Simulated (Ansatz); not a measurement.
# Te2Mo in Ansatz: relaxation of cell and atoms with BLYP+D3(BJ)

Aim: the relaxation of cell and atoms of Te2Mo with BLYP+D3(BJ).

Everything below comes from runs of Ansatz 0.2.0. Logs are shortened: lines on timing, memory, paths and dates and some standing lists are left out, and cuts for length are marked.

### Step 1. The slab as given

The cell holds a slab with vacuum, 12 atoms: a = 3.561 Å, b = 3.561 Å, c = 38.990 Å, α = 90.00°, β = 90.00°, γ = 120.00°.

### Step 2. Relaxation of cell and atoms, BLYP+D3(BJ)

input.yaml

```yaml
crystal:
  lattice:
    - [3.5613831954, 0.0, 0.0]
    - [-1.7806915977, 3.0842483198, 0.0]
    - [0.0, 0.0, 38.99026814]
  atoms:
    - { symbol: Te, position: [0.3333333333, 0.6666666667, 0.32822317] }
    - { symbol: Te, position: [0.3333333333, 0.6666666667, 0.95181809] }
    - { symbol: Te, position: [0.6666666667, 0.3333333333, 0.14008092] }
    - { symbol: Te, position: [0.6666666667, 0.3333333333, 0.76363067] }
    - { symbol: Te, position: [0.6666666667, 0.3333333333, 0.04818191] }
    - { symbol: Te, position: [0.6666666667, 0.3333333333, 0.67177683] }
    - { symbol: Te, position: [0.3333333333, 0.6666666667, 0.23636933] }
    - { symbol: Te, position: [0.3333333333, 0.6666666667, 0.85991908] }
    - { symbol: Mo, position: [0.6666666667, 0.3333333333, 0.282338] }
    - { symbol: Mo, position: [0.6666666667, 0.3333333333, 0.90585884] }
    - { symbol: Mo, position: [0.3333333333, 0.6666666667, 0.09414116] }
    - { symbol: Mo, position: [0.3333333333, 0.6666666667, 0.717662] }
hamiltonian:
  xc: blyp
  pseudopotentials: { kind: paw }
  dispersion: d3bj
kpoints:
  mp_grid: { grid: [9, 9, 1] }
scf:
  occupations: { method: fermi_dirac, width: 0.05 }
output:
  forces: true
  stress: true
  eigenvalues: true
relax:
  f_tol: 0.01
  max_steps: 40
  cell: { stress_tol: 0.05 }
```

Potentials or basis: Ansatz PAW.

Run with:

```
> ansatz run input.yaml --threads 4 --pin off --max-ram 11264MiB --backend cpu --events-out ev --progress --plain --runs-dir out
```

What it wrote:

```text
Warning: RAYON_NUM_THREADS=4 ignored (pool sized by the plan → 4); use --threads N
Engine: ansatz 0.2.0, aarch64-unknown-linux-gnu
Pseudopotentials: kind: paw
Pseudopotential: Te, paw, valence charge 16, recommended cutoff 420 eV (normal), Te.paw.azcp
Pseudopotential: Mo, paw, valence charge 14, recommended cutoff 420 eV (normal), Mo.paw.azcp
Functional definition: BLYP
  parameter beta = 0.0042
  parameter a = 0.04918
  parameter b = 0.132
  parameter c = 0.2533
  parameter d = 0.349
  exchange = b88_x(beta = beta)
  correlation = lyp_c(a = a, b = b, c = c, d = d)
Crystal: 12 atoms, lattice volume = 428.277 Å³
Basis set: ecut = 420 eV, 8237 PW (Γ), exchange–correlation on 48×48×540 points (8 copies of the dense FFT grid, shifted against one another)
Bands: 111, of which v1, the nominal top of the filled ones, is band 92 counted from 1 (91 counted from 0)
Symmetry: 12 space group operations
Space group: P-3m1 (ITA 164), of the structure as read, at distance tolerance 7.5e-5 Å
k-points: 12 of 81
Non-local potential: Te, projectors of the file, l = 0: 2, l = 1: 2, l = 2: 2, l = 3: 2
Non-local potential: Mo, projectors of the file, l = 0: 3, l = 1: 2, l = 2: 2, l = 3: 1
PAW form: soft (Blöchl's): semilocal exchange-correlation on the pseudo side does not see the compensation charge
PAW frozen core: Te, regenerated for the run's functional, and the local potential with it (the file was generated under x = pbe(κ = 0.804, μ = 0.2195149727645171), c = pbe(β = 0.06672455060314922))
PAW frozen core: Mo, regenerated for the run's functional, and the local potential with it (the file was generated under x = pbe(κ = 0.804, μ = 0.2195149727645171), c = pbe(β = 0.06672455060314922))
PAW one-centre angular grid: Te, 590 points (default); XC on 64 Gauss nodes
PAW one-centre angular grid: Mo, 590 points (default); XC on 64 Gauss nodes
Initial density: superposition of atomic densities (neutral atoms: chi_scale 0, normalization atom), corrected by the library's trained network
Initial wavefunctions: pseudopotential atomic-orbital guess
Functional: x = b88, c = lyp
SCF iter   1: F=—  HF=-75869.492176 eV  |F-HF|=—  |Δ(HF+E_count)|=         —  Δρ=6.79e-3  dr2=2.84e-1  ethr=1.77e-3  ⟨swp⟩=6.7  Hψ=5005  notcnv=0  defer=13
[... 104 lines left out ...]
  E_local      = -138804.100354  (includes V_loc(G=0)·N_el)
  E_nonlocal   = -1919.420470
  E_hartree    = 69912.124069
  E_xc         = -1705.411867
  E_vxc        = -1716.940436  (∫ρ·V_xc dr)
  E_paw        = -50325.589921  (= ΣΔE_a)
  E_vpaw       = -3599.015043  (= ΣTr[D̂ρ^β])
  E_aug_tail   = -0.001400  (compensation charges beyond the density's cutoff)
  E_ewald      = 43755.031019
  E_disp       = -14.413276  (pairwise vdW)
  E_core_change = 0.133026  (= ΣΔE_core)
  E_smearing   = -0.000151  (= −TS)
  E_closure    = -0.000000  (closes the sum)
  Σ components = -75869.850550   (vs F -75869.850550, Δ=0.00e0)
--- Forces (eV/Å), atoms counted from 1 ---
  atom   1  Te    -0.00000000    -0.00000000     0.00179883
  atom   2  Te     0.00000000    -0.00000000     0.00074992
  atom   3  Te     0.00000000     0.00000000     0.00168826
  atom   4  Te     0.00000000     0.00000000    -0.00015175
  atom   5  Te     0.00000000     0.00000000    -0.00074992
  atom   6  Te     0.00000000     0.00000000    -0.00179883
  atom   7  Te    -0.00000000    -0.00000000     0.00015175
  atom   8  Te    -0.00000000    -0.00000000    -0.00168826
  atom   9  Mo     0.00000000     0.00000000     0.00134168
  atom  10  Mo     0.00000000     0.00000000    -0.00069576
  atom  11  Mo    -0.00000000    -0.00000000     0.00069576
  atom  12  Mo     0.00000000    -0.00000000    -0.00134168
  max |Σ_I F_I| component: 9.25e-18 eV/Å
--- Stress (GPa, compression-positive) ---
       -0.001609       0.000000      -0.000000
        0.000000      -0.001609      -0.000000
       -0.000000      -0.000000      -0.002787
  P = ⅓ Tr σ = -0.0020 GPa (-0.020 kbar)
--- Band table (eV; the first three rows and the last of 12) ---
  k-point 0: bands = ["-52.2084", "-52.2084", "-52.2066", "-52.2066", "-27.9890", "-27.9890", "-27.9886", "-27.9886", "-27.9774", "-27.9774", "-27.9771", "-27.9771", "-27.9711", "-27.9711", "-27.9711", "-27.9711", "-27.9514", "-27.9514", "-27.9514", "-27.9514", "-27.9305", "-27.9305", "-27.9288", "-27.9288", "-27.9204", "-27.9204", "-27.9186", "-27.9186", "-27.9119", "-27.9119", "-27.9118", "-27.9118", "-27.9111", "-27.9101", "-27.9027", "-27.9017", "-27.8938", "-27.8938", "-27.8830", "-27.8830", "-27.8830", "-27.8830", "-27.8612", "-27.8612", "-26.3507", "-26.3507", "-26.3501", "-26.3501", "-26.2242", "-26.2242", "-26.2242", "-26.2242", "-26.2177", "-26.2177", "-26.2177", "-26.2177", "-4.3928", "-4.2810", "-4.1213", "-3.9711", "-3.5461", "-3.3197", "-3.1160", "-2.9799", "2.8746", "3.2254", "3.7174", "4.2065", "5.7557", "6.3980", "6.8406", "6.8406", "6.8545", "6.8545", "6.8884", "6.8884", "6.8890", "6.8890", "7.0892", "7.5845", "7.5845", "7.6112", "7.6112", "7.6407", "7.6407", "7.6456", "7.6456", "7.6865", "7.8165", "8.7689", "8.7862", "8.7947", "11.3401", "11.3401", "11.3730", "11.3730", "11.4264", "11.4264", "11.5300", "11.5300", "11.6000", "11.6000", "11.7012", "11.7012", "11.7900", "11.7900", "11.8475", "11.8475", "12.5670", "12.8693", "14.1877"]
  k-point 1: bands = ["-52.2075", "-52.2075", "-52.2056", "-52.2056", "-27.9878", "-27.9874", "-27.9865", "-27.9861", "-27.9794", "-27.9790", "-27.9752", "-27.9749", "-27.9707", "-27.9707", "-27.9686", "-27.9686", "-27.9524", "-27.9524", "-27.9491", "-27.9491", "-27.9314", "-27.9309", "-27.9296", "-27.9295", "-27.9235", "-27.9217", "-27.9207", "-27.9188", "-27.9135", "-27.9135", "-27.9125", "-27.9125", "-27.9097", "-27.9090", "-27.9014", "-27.9004", "-27.8928", "-27.8928", "-27.8851", "-27.8851", "-27.8835", "-27.8835", "-27.8600", "-27.8600", "-26.3430", "-26.3430", "-26.3424", "-26.3423", "-26.2394", "-26.2394", "-26.2328", "-26.2328", "-26.2270", "-26.2270", "-26.2205", "-26.2205", "-4.2264", "-4.1169", "-3.9597", "-3.8088", "-3.4191", "-3.1991", "-3.0037", "-2.8744", "3.0588", "3.3996", "3.8824", "4.3756", "5.6538", "6.2294", "6.4698", "6.4947", "6.5333", "6.5395", "6.7723", "6.9678", "6.9889", "7.0237", "7.0265", "7.0391", "7.3613", "7.3953", "7.4288", "7.4363", "7.5949", "7.6082", "7.6541", "7.8688", "7.8820", "8.5587", "8.6110", "8.7021", "10.9125", "10.9148", "10.9349", "10.9562", "10.9737", "11.0359", "11.0786", "11.0933", "11.1485", "11.2232", "11.3203", "11.5125", "11.5382", "11.6511", "11.7077", "11.7355", "12.7956", "13.1105", "14.4750"]
  k-point 2: bands = ["-52.2050", "-52.2050", "-52.2032", "-52.2032", "-27.9851", "-27.9850", "-27.9846", "-27.9838", "-27.9801", "-27.9797", "-27.9712", "-27.9712", "-27.9694", "-27.9691", "-27.9623", "-27.9623", "-27.9543", "-27.9543", "-27.9432", "-27.9432", "-27.9337", "-27.9321", "-27.9318", "-27.9313", "-27.9303", "-27.9286", "-27.9214", "-27.9194", "-27.9173", "-27.9173", "-27.9141", "-27.9140", "-27.9071", "-27.9068", "-27.8980", "-27.8972", "-27.8919", "-27.8919", "-27.8881", "-27.8881", "-27.8847", "-27.8847", "-27.8572", "-27.8572", "-26.3238", "-26.3238", "-26.3230", "-26.3229", "-26.2779", "-26.2779", "-26.2710", "-26.2710", "-26.2340", "-26.2340", "-26.2275", "-26.2275", "-3.7542", "-3.6526", "-3.5054", "-3.3546", "-3.0595", "-2.8612", "-2.6917", "-2.5829", "3.5359", "3.8343", "4.2650", "4.7507", "5.3348", "5.4688", "5.5227", "5.6452", "5.6779", "5.8578", "6.0668", "6.1062", "6.8756", "6.9168", "6.9642", "6.9839", "7.2176", "7.3088", "7.3095", "7.3544", "7.3950", "7.4030", "7.4986", "7.7231", "7.7546", "7.9096", "7.9436", "8.0079", "9.9914", "10.0852", "10.2363", "10.3921", "10.5063", "10.5503", "10.6188", "10.7459", "10.7686", "10.8965", "10.9917", "11.2298", "11.5990", "11.7757", "11.9422", "12.0528", "13.3568", "13.6446", "14.8905"]
  k-point 11: bands = ["-52.1991", "-52.1991", "-52.1973", "-52.1973", "-27.9939", "-27.9939", "-27.9735", "-27.9735", "-27.9733", "-27.9726", "-27.9662", "-27.9662", "-27.9659", "-27.9655", "-27.9559", "-27.9559", "-27.9483", "-27.9464", "-27.9427", "-27.9427", "-27.9390", "-27.9390", "-27.9360", "-27.9360", "-27.9277", "-27.9270", "-27.9249", "-27.9249", "-27.9247", "-27.9229", "-27.9181", "-27.9181", "-27.9037", "-27.9037", "-27.8917", "-27.8917", "-27.8905", "-27.8905", "-27.8895", "-27.8895", "-27.8855", "-27.8855", "-27.8513", "-27.8513", "-26.3305", "-26.3305", "-26.3231", "-26.3231", "-26.2902", "-26.2902", "-26.2835", "-26.2835", "-26.2783", "-26.2783", "-26.2771", "-26.2771", "-1.9790", "-1.9790", "-1.9292", "-1.9292", "-1.7989", "-1.7989", "-1.7339", "-1.7339", "3.8773", "3.9663", "4.0600", "4.0600", "4.0870", "4.1541", "4.1541", "4.1856", "4.6029", "4.7634", "4.9030", "4.9870", "5.0255", "5.0255", "5.3193", "5.3193", "5.7242", "5.7242", "6.0133", "6.0133", "6.6975", "6.6975", "6.8459", "6.8459", "8.3434", "8.4114", "8.5008", "8.5726", "9.5825", "9.5825", "9.6000", "9.6000", "9.8341", "10.1248", "10.4863", "10.8036", "10.8667", "10.8667", "10.9302", "10.9302", "12.2130", "12.2130", "12.3733", "12.3733", "13.1210", "13.5361", "13.9603"]
--- Relaxed structure (5 steps of the walk, 5 accepted, 1 SCFs on fresh bases) ---
  F+E_penalty+E_count = -75869.85055017 eV   max|allowed force component| = 1.799e-3 eV/Å   (the final SCF, on the basis selected at the relaxed cell)
  cell:  # Å, volume = 397.3442 Å³
    - [3.5395246605267903, 3.791460429880317e-36, -1.762616248605544e-17]
    - [-1.7697623302633951, 3.0653182733376916, 8.81308124302772e-18]
    - [-1.929724390515563e-16, 1.4943301029257263e-32, 36.62236506901782]
  atoms:
    - { symbol: Te, position: [0.33333333333333337, 0.6666666666666667, 0.32671155709677874] }
    - { symbol: Te, position: [0.33333333333333337, 0.6666666666666667, 0.9572041364253097] }
    - { symbol: Te, position: [0.6666666666666666, 0.33333333333333337, 0.14176454775380215] }
    - { symbol: Te, position: [0.6666666666666665, 0.33333333333333337, 0.7725524864678791] }
    - { symbol: Te, position: [0.6666666666666666, 0.33333333333333337, 0.04279586357469024] }
    - { symbol: Te, position: [0.6666666666666665, 0.33333333333333337, 0.6732884429032213] }
    - { symbol: Te, position: [0.33333333333333337, 0.6666666666666667, 0.2274475135321209] }
    - { symbol: Te, position: [0.33333333333333337, 0.6666666666666667, 0.8582354522461979] }
    - { symbol: Mo, position: [0.6666666666666666, 0.33333333333333337, 0.2770130938365864] }
    - { symbol: Mo, position: [0.6666666666666665, 0.33333333333333337, 0.9077197291558351] }
    - { symbol: Mo, position: [0.33333333333333337, 0.6666666666666667, 0.09228027084416472] }
    - { symbol: Mo, position: [0.33333333333333337, 0.6666666666666667, 0.7229869061634137] }
```

Wall time 73 s (4 threads of Arm Neoverse V1, shared host); peak memory 1.4 GiB.

What came out:

* Free energy: -75869.8506 eV
* Relaxed volume: 33.11 Å³/atom
* Relaxed cell: a = 3.540 Å, b = 3.540 Å, c = 36.622 Å, α = 90.00°, β = 90.00°, γ = 120.00°
* Space group after relaxing (to 0.05 Å): P-3m1 (No. 164)
* Energy gained by relaxing: 32.6 meV/atom
* Ionic steps: 6
* Band gap on the k mesh: 0.68 eV, indirect (least direct gap 1.01 eV)

The path:
```csv
step,energy change (eV),largest force (eV/Å),volume (Å³)
1,0.0000,0.5187,428.28
2,-0.1439,0.6811,405.31
3,-0.3745,0.3107,398.46
4,-0.3951,0.0294,397.63
5,-0.3955,0.0016,397.34
6,-0.3914,0.0018,397.34
```

Final structure:
```xyz
12
Lattice="3.5395 0.0000 0.0000 -1.7698 3.0653 0.0000 0.0000 0.0000 36.6224" Properties=species:S:1:pos:R:3 pbc="T T T"
Te    0.0000    2.0435   11.9649
Te    0.0000    2.0435   35.0551
Te    1.7698    1.0218    5.1918
Te    1.7698    1.0218   28.2927
Te    1.7698    1.0218    1.5673
Te    1.7698    1.0218   24.6574
Te    0.0000    2.0435    8.3297
Te    0.0000    2.0435   31.4306
Mo    1.7698    1.0218   10.1449
Mo    1.7698    1.0218   33.2428
Mo    0.0000    2.0435    3.3795
Mo    0.0000    2.0435   26.4775
```

Caveat: odd divisions of the mesh miss points on the zone boundary, where band edges often lie, so the gap on the mesh can be too wide; the plane-wave basis is chosen anew once the cell has moved, so the energies of steps on either side of that aren't comparable; spin-orbit coupling is left out, which moves the levels of the heavy elements; the PAW data sets come from PBE, with cores solved anew for the run's functional, which leaves a small shift of forces and pressure. A hybrid or GW would open this gap; BLYP tends to underestimate it.
